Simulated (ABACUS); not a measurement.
Runs of ABACUS 3.10.1 on Rh. Symmetry: Fm-3m, No. 225, cubic system. Conventional cell: a = 3.796 Å, b = 3.796 Å, c = 3.796 Å, α = 90.00°, β = 90.00°, γ = 90.00°. Rh (site symmetry m-3m) has 12 Rh at 2.68 Å as nearest neighbours. 

```tsv
task	level	potentials or basis	cell	k mesh	cutoff (eV)	threshold of the eigensolver	path	points for each segment of the path	SCF threshold on the density	eigensolver	gap on the mesh (eV)	pressure (GPa)	relaxed volume (Å³/atom)
single point	PBEsol	SG15 ONCV 1.2 PBE, DZP LCAO (the cutoffs set its grid)	as given	11 × 11 × 11	1361	-	-	-	1e-07	genelpa	none	(b)	-
relaxation of cell and atoms	PBEsol	SG15 ONCV 1.2 PBE, DZP LCAO (the cutoffs set its grid)	relaxed	11 × 11 × 11	1361	-	-	-	1e-07	genelpa	-	0.0	13.60
relaxation of cell and atoms	BP86	PseudoDojo NC SR 0.4.1 PBE standard, plane waves	relaxed	10 × 10 × 10	1211	-	-	-	1e-08	dav	none	-0.1	(a)
single point	BP86	PseudoDojo NC SR 0.4.1 PBE standard, plane waves	as given	10 × 10 × 10	1211	-	-	-	1e-08	dav	none	9.4	-
single point	LDA-PW92	PseudoDojo NC SR 0.4.1 LDA stringent, plane waves	as given	10 × 10 × 10	1211	-	-	-	1e-08	dav	none	-9.3	-
```

Alike in all rows: no spin polarisation; smearing fermi-dirac 0.05 eV.

Problem. Fill in the values left out.

Solution. (a) 14.15; (b) -1.6.

Caveats: the potentials were made for another functional, which shifts forces and pressure (some runs); the atomic orbitals were generated for these runs and aren't a published set (some runs); the basis of atomic orbitals isn't converged, which shifts pressures, moduli and gaps (some runs).

A k mesh can miss the band edges, and the runs leave out spin-orbit coupling on Rh.

A gap of «none» marks a metal or a gap under the smearing width.
